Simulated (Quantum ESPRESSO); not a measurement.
**Sc under changes of volume**

One of the cells (23.086 Å³/atom); the others are scaled copies at fixed shape and fractional positions:

```
CELL_PARAMETERS angstrom
0.00000 2.26000 2.26000
2.26000 0.00000 2.26000
2.26000 2.26000 0.00000
ATOMIC_POSITIONS crystal
Sc 0.00000 0.00000 0.00000
```

This isn't the form of Sc at room conditions, which is hcp.

```yaml
Program: Quantum ESPRESSO 7.5
Functional: PBE
Potentials_or_basis: SSSP 1.3 efficiency PBE
Cutoff: 816 eV
Density_cutoff: 3265 eV
k_mesh: 10 × 10 × 10
Occupations: fermi-dirac, width 0.05 eV
Spin: no spin polarisation
```

```tsv
volume (Å³/atom)	energy over the lowest point (meV/atom)	pressure (GPa)
21.701	68.39	8.1
22.163	47.26	6.6
22.625	30.41	5.2
23.086	?	?
23.548	8.37	2.6
24.010	2.62	1.5
24.472	0.00	0.5
```

Q: What does the run at 23.086 Å³/atom give?

A: Energy over the lowest point 17.54 meV/atom; pressure 3.9 GPa.

Worked out: A Birch-Murnaghan fit of order 3 (a polynomial in V^(-2/3)) to the other rows has its minimum at 24.65 Å³/atom, just outside them, with B0 = V·E''(V) = 53 GPa and B' = 3.0. It gives 17.57 meV/atom at 23.086 Å³/atom, against the run's 17.54, and -dE/dV = 3.8 GPa, against 3.9.

Energies are extrapolated to zero smearing.
